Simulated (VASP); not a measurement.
Runs of VASP 6.6.1 on SnO2 (Cassiterite). It takes space group P4_2/mnm (No. 136, tetragonal). Conventional cell: a = 4.738 Å, b = 4.738 Å, c = 3.187 Å, α = 90.00°, β = 90.00°, γ = 90.00°. Around Sn (site symmetry mmm) lie 6 O at 2.05 to 2.06 Å. O (site symmetry m2m) is surrounded by 3 Sn at 2.05 to 2.06 Å. 

```csv
task,potentials or basis,cell,cutoff (eV),smearing,gap on the mesh (eV),pressure (GPa),relaxed volume (Å³/atom),largest force (eV/Å)
band structure,"VASP PAW PBE potentials, release 54 (Sn, O)",as given,500,fermi-dirac 0.05 eV,1.26,11.7,-,0.29
band structure,"VASP PAW PBE potentials, release 54 (Sn_d, O)",as given,520,fermi-dirac 0.05 eV,1.27,11.8,-,0.29
relaxation of cell and atoms,"VASP PAW PBE potentials, release 54 (Sn, O)",relaxed,580,fermi-dirac 0.05 eV,0.64,0.0,12.58,-
single point,"VASP PAW PBE potentials, release 64 (Sn_d, O)",as given,520,gaussian 0.015 eV,1.27,11.8,-,0.29
band structure,"VASP PAW PBE potentials, release 64 (Sn_d, O_h)",as given,900,fermi-dirac 0.05 eV,(a),11.3,-,0.29
relaxation of cell and atoms,"VASP PAW PBE potentials, release 54 (Sn_d, O)",relaxed,600,fermi-dirac 0.05 eV,0.64,-0.1,12.61,-
band structure,"VASP PAW PBE potentials, release 64 (Sn_d, O_s)",as given,400,fermi-dirac 0.05 eV,1.26,-,-,-
relaxation of cell and atoms,"VASP PAW PBE potentials, release 64 (Sn_d, O_h)",relaxed,980,fermi-dirac 0.05 eV,0.64,0.0,(b),-
```

Alike in all rows: level PBE; no spin polarisation; k mesh 6 × 6 × 8.

Question: Estimate the missing entries.

Answer: (a) 1.28; (b) 12.62.

Caveats: spin-orbit coupling is left out, which moves the levels of the heavy elements; the cutoff is under 1.25 times the usual one of these potentials, so pressure, stress and relaxed cells hold a basis-set (Pulay) error (some runs).

A k mesh can miss the band edges, and the runs leave out spin-orbit coupling on Sn.

The runs don't all hold the same shells in valence.
